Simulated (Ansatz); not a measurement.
Band topology of Mg$_{3}$Sb$_{2}$ with spin–orbit coupling — Ansatz, plane waves and PAW

Space group P-3m1 (No. 164), 5 atoms in the cell of the first input below: a = 4.582 Å, b = 4.582 Å, c = 7.245 Å, α = 90.00°, β = 90.00°, γ = 120.00°.

The volume is a measured one, the structure type a prototype's, with its volume kept and shape and atoms relaxed (pressure 0.4 GPa with this functional, without spin–orbit coupling). Functional: PBE.

Input:

```yaml
crystal:
  lattice:
    - [4.581588493, 0.0, 0.0]
    - [-2.2907942465, 3.9677720246, 0.0]
    - [0.0, 0.0, 7.2452931054]
  atoms:
    - { symbol: Sb, position: [0.3333333333, 0.6666666667, 0.2257453521] }
    - { symbol: Sb, position: [0.6666666667, 0.3333333333, 0.7742546479] }
    - { symbol: Mg, position: [0.0, 0.0, 0.0] }
    - { symbol: Mg, position: [0.3333333333, 0.6666666667, 0.6328708476] }
    - { symbol: Mg, position: [0.6666666667, 0.3333333333, 0.3671291524] }
basis:
  ecutwfc: 420
  ecutrho_ratio: 4
kpoints:
  mp_grid: { grid: [6, 6, 4] }
hamiltonian:
  xc: pbe
scf:
  occupations: { method: gaussian, width: 0.05 }
output:
  forces: true
  stress: true
  eigenvalues: true
  populations: true
  topological_invariants: true
magnetization:
  noncollinear: true
  spin_orbit: true
```

```bash
ansatz run input.yaml --threads 8 --pin off --max-ram 15360MiB --backend cpu --events-out ev --progress --plain --runs-dir out
```

Time: 89 s on 8 threads of Arm Neoverse V2, on a shared host, peak memory 1.7 GiB.

Without spin–orbit coupling the gap on a 8×8×4 mesh is 0.25 eV. With it, in a separate run (self-consistent on 6×6×4, bands on 8×8×6), a gap of 0.02 eV parts the filled from the empty bands, against 0.15 eV on its self-consistent mesh (a gap on a mesh is an upper bound, as the edges may lie between its points, so gaps on unlike meshes don't measure the coupling's effect alone). The indices are those of the lowest 60 bands, and their direct separation from the next band is open.

Odd-parity bands among them at the eight time-reversal-invariant momenta (inversion centre at 0.000 0.000 0.000):

```
          k  odd bands
0.0 0.0 0.0         32
0.0 0.0 0.5         32
0.0 0.5 0.0         32
0.0 0.5 0.5         32
0.5 0.0 0.0         32
0.5 0.0 0.5         32
0.5 0.5 0.0         32
0.5 0.5 0.5         32
```

Question: What are the Z2 indices by the rule of Fu and Kane?

Answer: Each Kramers pair counts once, so δ = (−1)^(odd bands / 2): +, +, +, +, +, +, +, +. The product of all eight gives ν0, the products over the planes k_i = 1/2 the weak indices: (0;000). The Wilson-loop planes give (0;000).

Question: The cell is scaled in volume by 0.96 and 1.05 with the atoms carried along. Do the indices change?

Answer: No.

| volume ratio | pressure with spin–orbit coupling (GPa) | smallest direct separation sampled (eV) | at k | separation | Z2 |
| --- | --- | --- | --- | --- | --- |
| 0.96 | 2.5 | 1.160 | 0.00 0.00 0.00 | open | (0;000) |
| 1.00 | 0.4 | 0.948 | 0.00 0.00 0.00 | open | (0;000) |
| 1.05 | -1.6 | 0.700 | 0.00 0.00 0.00 | open | (0;000) |

Caveats: Kohn–Sham gaps are too small; Z2 indices don't see topology that rests on crystal symmetry, and an even number of inversions cancels; atoms feel forces of up to 0.11 eV/Å at volume ratio 0.96.

The Z2 indices of Mg₃Sb₂ are trivial at all three volumes. The odd-parity count is the same at all eight invariant momenta, so the parity-based indicator of inversion-protected higher-order topology vanishes as well, which the Z2 indices alone would not establish.

The valence states are mainly Sb 5p, while the lowest conduction state at Γ probably has strong Mg 3s character with an antibonding Sb admixture. Expansion weakens that interaction and lowers the state, which would explain why the direct separation falls steadily from 1.160 to 0.700 eV without closing. Spin–orbit coupling on Sb splits the p states, but evidently not enough to exchange them with the conduction band.

The gap of 0.02 eV is indirect and says little about how close an inversion is. Even a slight overlap of the band edges at different momenta would leave the indices intact as long as the direct separation stayed open. The narrowing at Γ suggests that expansion moves the system towards an inversion, but none is reached here.
